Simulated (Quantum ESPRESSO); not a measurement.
# Ti (P6_3/mmc) in Quantum ESPRESSO: notebook, part 2 of 3

Quantum ESPRESSO 7.5. The steps go on from the part before.

### 3 Phonons, WC

pw.in

```
&CONTROL
  calculation = 'scf'
  prefix = 'pwscf'
  outdir = './tmp'
  pseudo_dir = './pseudo'
  tprnfor = .true.
  tstress = .true.
  disk_io = 'low'
/
&SYSTEM
  ibrav = 0
  celldm(1) = 8
  nat = 2
  ntyp = 1
  ecutwfc = 84
  nbnd = 19
  input_dft = 'wc'
  occupations = 'smearing'
  smearing = 'mv'
  degauss = 0.01469973
/
&ELECTRONS
  conv_thr = 4d-10
  electron_maxstep = 120
  mixing_beta = 0.5
/
ATOMIC_SPECIES
Ti    47.8670 Ti.upf
CELL_PARAMETERS alat
  0.6968365084558   0.0000000000000   0.0000000000000
 -0.3484182542279   0.6034781186156   0.0000000000000
  0.0000000000000   0.0000000000000   1.1054897829061
ATOMIC_POSITIONS crystal
Ti     0.6666666667    0.3333333333    0.7500000000
Ti     0.3333333333    0.6666666667    0.2500000000
K_POINTS automatic
8 8 5 0 0 0
```

relax.in

```
&CONTROL
  calculation = 'vc-relax'
  prefix = 'pwscf'
  outdir = './tmp'
  pseudo_dir = './pseudo'
  tprnfor = .true.
  tstress = .true.
  disk_io = 'low'
  nstep = 40
  forc_conv_thr = 0.0001
  etot_conv_thr = 1d-06
/
&SYSTEM
  ibrav = 0
  celldm(1) = 8
  nat = 2
  ntyp = 1
  ecutwfc = 84
  nbnd = 19
  input_dft = 'wc'
  occupations = 'smearing'
  smearing = 'mv'
  degauss = 0.01469973
/
&ELECTRONS
  conv_thr = 4d-10
  electron_maxstep = 120
  mixing_beta = 0.5
/
&IONS
  ion_dynamics = 'bfgs'
/
&CELL
  cell_dynamics = 'bfgs'
  press = 0
  press_conv_thr = 0.2
/
ATOMIC_SPECIES
Ti    47.8670 Ti.upf
CELL_PARAMETERS alat
  0.6968365084558   0.0000000000000   0.0000000000000
 -0.3484182542279   0.6034781186156   0.0000000000000
  0.0000000000000   0.0000000000000   1.1054897829061
ATOMIC_POSITIONS crystal
Ti     0.6666666667    0.3333333333    0.7500000000
Ti     0.3333333333    0.6666666667    0.2500000000
K_POINTS automatic
8 8 5 0 0 0
```

scf2.in

```
&CONTROL
  calculation = 'scf'
  prefix = 'pwscf'
  outdir = './tmp'
  pseudo_dir = './pseudo'
  tprnfor = .true.
  tstress = .true.
  disk_io = 'low'
/
&SYSTEM
  ibrav = 0
  celldm(1) = 8
  nat = 2
  ntyp = 1
  ecutwfc = 84
  nbnd = 19
  input_dft = 'wc'
  occupations = 'smearing'
  smearing = 'mv'
  degauss = 0.01469973
/
&ELECTRONS
  conv_thr = 1d-13
  electron_maxstep = 120
  mixing_beta = 0.5
  startingpot = 'file'
  startingwfc = 'file'
/
ATOMIC_SPECIES
Ti    47.8670 Ti.upf
CELL_PARAMETERS alat
  0.6861791938599  -0.0000000000068   0.0000000000000
 -0.3430895969241   0.5942486134344   0.0000000000000
  0.0000000000000   0.0000000000000   1.0836945487910
ATOMIC_POSITIONS crystal
Ti     0.6666666666    0.3333333332    0.7500000000
Ti     0.3333333332    0.6666666666    0.2500000000
K_POINTS automatic
8 8 5 0 0 0
```

ph.in

```
phonons of Ti
&INPUTPH
  prefix = 'pwscf'
  outdir = './tmp'
  tr2_ph = 1d-18
  fildyn = 'dyn'
  niter_ph = 90
  alpha_mix(1) = 0.4
/
0.0000000000 0.0000000000 0.0000000000
```

dynmat.in

```
&INPUT
  fildyn = 'dyn'
  asr = 'crystal'
  filout = 'dynmat.disp'
  fileig = 'dynmat.eig'
/
```

Potentials or basis: PseudoDojo 0.4.1 SR PBE standard.

Started as:

```
$ OMP_NUM_THREADS=1 mpirun -n 4 pw.x -nk 4 -in pw.in > pw.out
$ OMP_NUM_THREADS=1 mpirun -n 4 pw.x -nk 4 -in relax.in > relax.out
$ OMP_NUM_THREADS=1 mpirun -n 4 pw.x -nk 4 -in scf2.in > scf2.out
$ OMP_NUM_THREADS=1 mpirun -n 4 ph.x -nk 4 -in ph.in > ph.out
$ OMP_NUM_THREADS=1 mpirun -n 1 dynmat.x -in dynmat.in > dynmat.out
```

pw.out:

```text
This program is part of the open-source Quantum ESPRESSO suite
     for quantum simulation of materials; please cite
         "P. Giannozzi et al., J. Phys.:Condens. Matter 21 395502 (2009);
         "P. Giannozzi et al., J. Phys.:Condens. Matter 29 465901 (2017);
         "P. Giannozzi et al., J. Chem. Phys. 152 154105 (2020);
     in publications or presentations arising from this work. More details at

     IMPORTANT: XC functional enforced from input :
     Exchange-correlation= WC
                           (   1   4  11   4   0   0   0)
     Any further DFT definition will be discarded
     Please, verify this is what you really want

     Message from routine setup:
     using ibrav=0 with symmetry is DISCOURAGED, use correct ibrav instead

     K-points division:     npool     =       4
     Subspace diagonalization in iterative solution of the eigenvalue problem:
     a serial algorithm will be used

     G-vector sticks info
     --------------------
     sticks:   dense  smooth     PW     G-vecs:    dense   smooth      PW
     Sum         721     721    211                24711    24711    3981

     Using Slab Decomposition

     bravais-lattice index     =            0
     lattice parameter (alat)  =       8.0000  a.u.
     unit-cell volume          =     238.0220 (a.u.)^3
     number of atoms/cell      =            2
     number of atomic types    =            1
     number of electrons       =        24.00
     number of Kohn-Sham states=           19
     kinetic-energy cutoff     =      84.0000  Ry
     charge density cutoff     =     336.0000  Ry
     scf convergence threshold =      4.0E-10
     mixing beta               =       0.5000
     number of iterations used =            8  plain     mixing
     Exchange-correlation= WC
                           (   1   4  11   4   0   0   0)

     celldm(1)=   8.000000  celldm(2)=   0.000000  celldm(3)=   0.000000
     celldm(4)=   0.000000  celldm(5)=   0.000000  celldm(6)=   0.000000

     crystal axes: (cart. coord. in units of alat)
               a(1) = (   0.696837   0.000000   0.000000 )
               a(2) = (  -0.348418   0.603478   0.000000 )
               a(3) = (   0.000000   0.000000   1.105490 )

     reciprocal axes: (cart. coord. in units 2 pi/alat)
               b(1) = (  1.435057  0.828530 -0.000000 )
               b(2) = (  0.000000  1.657061  0.000000 )
               b(3) = (  0.000000 -0.000000  0.904576 )

     PseudoPot. # 1 for Ti read from file:
     Ti.upf
     Pseudo is Norm-conserving + core correction, Zval = 12.0
     Generated using ONCVPSP code by D. R. Hamann
     Using radial grid of 1586 points,  6 beta functions with:
                l(1) =   0
                l(2) =   0
                l(3) =   1
                l(4) =   1
                l(5) =   2
                l(6) =   2

     atomic species   valence    mass     pseudopotential
     Ti               12.00    47.86700     Ti( 1.00)

     24 Sym. Ops., with inversion, found (12 have fractional translation)

   Cartesian axes

     site n.     atom                  positions (alat units)
         1        Ti     tau(   1) = (   0.3484183   0.2011594   0.8291173  )
         2        Ti     tau(   2) = (  -0.0000000   0.4023187   0.2763724  )

     number of k points=    30  Marzari-Vanderbilt smearing, width (Ry)=  0.0147
                       cart. coord. in units 2pi/alat
        k(    1) = (   0.0000000   0.0000000   0.0000000), wk =   0.0062500
        k(    2) = (   0.0000000   0.0000000   0.1809153), wk =   0.0125000
        k(    3) = (   0.0000000   0.0000000   0.3618306), wk =   0.0125000
        k(    4) = (   0.0000000   0.2071326   0.0000000), wk =   0.0375000
        k(    5) = (   0.0000000   0.2071326   0.1809153), wk =   0.0750000
        k(    6) = (   0.0000000   0.2071326   0.3618306), wk =   0.0750000
[... 22 lines left out ...]
        k(   29) = (   0.3587642   0.8285305   0.1809153), wk =   0.0750000
        k(   30) = (   0.3587642   0.8285305   0.3618306), wk =   0.0750000

     Dense  grid:    24711 G-vectors     FFT dimensions: (  36,  36,  54)

     Initial potential from superposition of free atoms

     starting charge      23.9968, renormalised to      24.0000
     Starting wfcs are   20 randomized atomic wfcs

     Self-consistent Calculation

     iteration #  1     ecut=    84.00 Ry     beta= 0.50
     Davidson diagonalization with overlap
     ethr =  1.00E-02,  avg # of iterations =  3.0

     Threshold (ethr) on eigenvalues was too large:
     Diagonalizing with lowered threshold

     Davidson diagonalization with overlap
     ethr =  2.69E-04,  avg # of iterations =  3.4

     total energy              =    -237.21229526 Ry
     estimated scf accuracy    <       0.10258542 Ry

     iteration #  2     ecut=    84.00 Ry     beta= 0.50
     Davidson diagonalization with overlap
     ethr =  4.27E-04,  avg # of iterations =  2.1

     total energy              =    -237.23580240 Ry
     estimated scf accuracy    <       0.00277464 Ry

     iteration #  3     ecut=    84.00 Ry     beta= 0.50
     Davidson diagonalization with overlap
     ethr =  1.16E-05,  avg # of iterations =  4.1

     total energy              =    -237.23615715 Ry
     estimated scf accuracy    <       0.00060269 Ry
[... 33 lines left out ...]
     total energy              =    -237.23629487 Ry
     estimated scf accuracy    <          6.1E-09 Ry

     iteration #  9     ecut=    84.00 Ry     beta= 0.50
     Davidson diagonalization with overlap
     ethr =  2.53E-11,  avg # of iterations =  4.5

     total energy              =    -237.23629488 Ry
     estimated scf accuracy    <          3.1E-09 Ry

     iteration # 10     ecut=    84.00 Ry     beta= 0.50
     Davidson diagonalization with overlap
     ethr =  1.29E-11,  avg # of iterations =  2.0

     End of self-consistent calculation

          k = 0.0000 0.0000 0.0000 (  3067 PWs)   bands (ev):

   -43.7070 -43.5763 -20.3295 -19.6963 -19.6963 -19.6455 -19.5990 -19.5990
     6.8798  10.3887  13.7707  13.8364  13.8364  13.9323  14.3273  14.3273
    14.6713  14.6713  16.1888

          k = 0.0000 0.0000 0.1809 (  3074 PWs)   bands (ev):

   -43.6946 -43.5889 -20.2665 -19.7133 -19.6871 -19.6871 -19.6084 -19.6084
     7.2092  10.1789  13.3220  13.7178  13.7178  13.7541  14.1611  14.1611
    14.9992  14.9992  16.1933

          k = 0.0000 0.0000 0.3618 (  3110 PWs)   bands (ev):

   -43.6622 -43.6218 -20.0993 -19.8882 -19.6628 -19.6628 -19.6328 -19.6328
     8.1194   9.3194  13.0281  13.3365  13.6770  13.6770  13.8580  13.8580
    15.5793  15.5793  16.0315
[... 43 lines left out ...]
          k = 0.0000 0.6214 0.1809 (  3106 PWs)   bands (ev):

   -43.6087 -43.5572 -20.1750 -20.0451 -19.9581 -19.8007 -19.7516 -19.6733
     9.9657  11.1335  11.6683  12.4156  13.7178  13.8565  14.0740  15.8517
    16.0064  16.0508  16.4840

          k = 0.0000 0.6214 0.3618 (  3090 PWs)   bands (ev):

   -43.5928 -43.5731 -20.1893 -20.1346 -19.8403 -19.7638 -19.7616 -19.7130
    10.2348  10.7016  12.1080  12.4768  13.6838  14.0208  14.3836  15.1336
    16.1443  16.2313  16.3220

          k = 0.0000-0.8285 0.0000 (  3086 PWs)   bands (ev):

   -43.5941 -43.5516 -20.1555 -20.0372 -20.0338 -19.8347 -19.8140 -19.6693
    10.7197  10.9336  11.2355  12.4224  13.5381  13.6635  14.2153  16.3929
    16.6011  16.6213  17.3874

          k = 0.0000-0.8285 0.1809 (  3096 PWs)   bands (ev):

   -43.5900 -43.5556 -20.2089 -20.0982 -19.9472 -19.8191 -19.7843 -19.6853
    10.4587  10.9485  11.8021  12.0768  13.7508  14.0497  14.2133  16.1262
    16.4646  16.6039  16.9925

          k = 0.0000-0.8285 0.3618 (  3110 PWs)   bands (ev):

   -43.5794 -43.5662 -20.2350 -20.1905 -19.8349 -19.7781 -19.7749 -19.7269
    10.4227  10.7078  12.0930  12.3246  14.0449  14.3557  14.6076  15.2378
    16.5002  16.5577  16.5635

          k = 0.1794 0.3107 0.0000 (  3086 PWs)   bands (ev):

   -43.6670 -43.5619 -20.2368 -19.8544 -19.8194 -19.7229 -19.6880 -19.6392
     8.1055  11.2403  12.3999  12.7253  13.8522  13.9167  14.4014  14.6315
    14.7532  15.2009  16.3873

          k = 0.1794 0.3107 0.1809 (  3090 PWs)   bands (ev):

   -43.6571 -43.5720 -20.2009 -19.8538 -19.8317 -19.7508 -19.6746 -19.6512
     8.3847  11.1001  12.1642  12.8127  13.6496  13.9321  14.1735  14.6904
    15.0819  15.2535  16.3208

          k = 0.1794 0.3107 0.3618 (  3080 PWs)   bands (ev):
[... 65 lines left out ...]
          k = 0.3588 0.8285 0.1809 (  3092 PWs)   bands (ev):

   -43.5728 -43.5585 -20.1174 -20.0541 -20.0034 -19.8522 -19.8409 -19.7814
    11.2423  11.6830  11.8119  11.9059  13.1461  13.2796  14.4527  15.8319
    16.0372  16.3592  18.6018

          k = 0.3588 0.8285 0.3618 (  3101 PWs)   bands (ev):

   -43.5683 -43.5629 -20.1588 -20.1376 -19.9632 -19.9005 -19.7535 -19.7326
    11.3123  11.5316  12.2164  12.3316  12.8479  12.9882  14.5776  15.0350
    16.1548  16.3303  18.9285

     the Fermi energy is    13.0434 ev

!    total energy              =    -237.23629488 Ry
     estimated scf accuracy    <          1.6E-10 Ry
     smearing contrib. (-TS)   =       0.00031699 Ry
     internal energy E=F+TS    =    -237.23661187 Ry

     The total energy is F=E-TS. E is the sum of the following terms:
     one-electron contribution =     -82.14345776 Ry
     hartree contribution      =      48.63660432 Ry
     xc contribution           =     -34.64768044 Ry
     ewald contribution        =    -169.08207799 Ry

     convergence has been achieved in  10 iterations

     Forces acting on atoms (cartesian axes, Ry/au):

     atom    1 type  1   force =     0.00000000   -0.00000000    0.00000000
     atom    2 type  1   force =     0.00000000    0.00000000    0.00000000

     Total force =     0.000000     Total SCF correction =     0.000000

     Computing stress (Cartesian axis) and pressure

          total   stress  (Ry/bohr**3)                   (kbar)     P=      -56.01
  -0.00036298   0.00000000   0.00000000          -53.40        0.00        0.00
   0.00000000  -0.00036298  -0.00000000            0.00      -53.40       -0.00
   0.00000000   0.00000000  -0.00041636            0.00        0.00      -61.25

=------------------------------------------------------------------------------=
   JOB DONE.
=------------------------------------------------------------------------------=
```

Wall time 7 min (4 MPI ranks of Intel Xeon at 2.50GHz (Skylake/Cascade Lake), shared host); peak memory 0.36 GiB.

What came out:

```
Free energy                            : -3227.7961 eV
Relaxed volume                         : 16.76 Å³/atom
Relaxed cell                           : a = 2.905 Å, b = 2.905 Å, c = 4.588 Å, α = 90.00°, β = 90.00°, γ = 120.00°
Space group after relaxing (to 0.05 Å) : P6_3/mmc (No. 194)
Pressure after relaxing                : 0.0 GPa
Band gap on the k mesh                 : none (metal or under the smearing width)
Highest phonon frequency at Γ          : 192 cm⁻¹
```

Step by step:
| step | energy change (eV) | largest force (eV/Å) | pressure (GPa) | volume (Å³) |
| --- | --- | --- | --- | --- |
| 1 | 0.0000 | 0.0000 | -5.60 | 35.27 |
| 2 | -0.0258 | 0.0000 | -2.58 | 34.27 |
| 3 | -0.0320 | 0.0000 | 0.22 | 33.46 |
| 4 | -0.0320 | 0.0000 | 0.00 | 33.52 |
| 5 | -0.0320 | 0.0000 | -0.01 | 33.53 |
| 6 | -0.0320 | 0.0000 | -0.01 | 33.53 |
| 7 | -0.0321 | 0.0000 | 0.00 | 33.53 |
| 8 | -0.0321 | 0.0000 | 0.00 | 33.53 |

Final structure:
```
Ti
1.0
     2.90488    0.00000    0.00000
    -1.45244    2.51570    0.00000
     0.00000    0.00000    4.58773
Ti
2
Direct
  0.66667 0.33333 0.75000
  0.33333 0.66667 0.25000
```

Phonon frequencies in cm⁻¹ (negative: imaginary):
```csv
q point,frequencies
"(0.000, 0.000, 0.000)",-1 1 1 127 127 192
```

Optical modes at Γ, degenerate ones joined:
```tsv
cm⁻¹	components	symmetry	active in
127	2	E2g	Raman
192	1	B1g	silent
```

Caveat: the mesh is thin for the phonons of a metal; the potentials were made for another functional, which shifts forces and pressure.

(Part 2 of 3 ends here.)
